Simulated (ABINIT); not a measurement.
Au:

```
Au
1.0
     0.00000    2.03500    2.03500
     2.03500    0.00000    2.03500
     2.03500    2.03500    0.00000
Au
1
Direct
  0.00000 0.00000 0.00000
```

Base run:

| Property | Result |
| --- | --- |
| Program | ABINIT 10.8.3 (patched build) |
| Functional | r2SCAN |
| Potentials or basis | SPMS NC PBE v1.0 |
| Cutoff | 980 eV |
| k mesh | 11 × 11 × 11 |
| Occupations | fermi-dirac, width 0.05 eV |
| Spin | no spin polarisation |

Its results: band gap on the k mesh none (metal or under the smearing width); pressure 5.0 GPa.

After a change of settings the same cell gave: band gap on the k mesh none (metal or under the smearing width); pressure 6.8 GPa. Which change was it?
A. functional from r2SCAN to BP86; potentials or basis from SPMS NC PBE v1.0 to JTH PAW PBE v2.0; cutoff from 980 eV to 680 eV; valence electrons from 19 to 11
B. potentials or basis from SPMS NC PBE v1.0 to JTH PAW LDA v2.0; cutoff from 980 eV to 816 eV; valence electrons from 19 to 11
C. functional from r2SCAN to BLYP; potentials or basis from SPMS NC PBE v1.0 to PseudoDojo NC SR PBE v0.4.1 standard; cutoff from 980 eV to 1034 eV
D. functional from r2SCAN to LDA-PZ; potentials or basis from SPMS NC PBE v1.0 to JTH PAW LDA v2.0; cutoff from 980 eV to 680 eV; valence electrons from 19 to 11

B.

Caveats: spin-orbit coupling is left out, which moves the levels of the heavy elements; a meta-GGA on potentials with a model core is unreliable (some runs); the potentials were made for another functional, which shifts forces and pressure (some runs); the PAW data sets were made with another functional, which shifts forces and pressure a little (some runs).
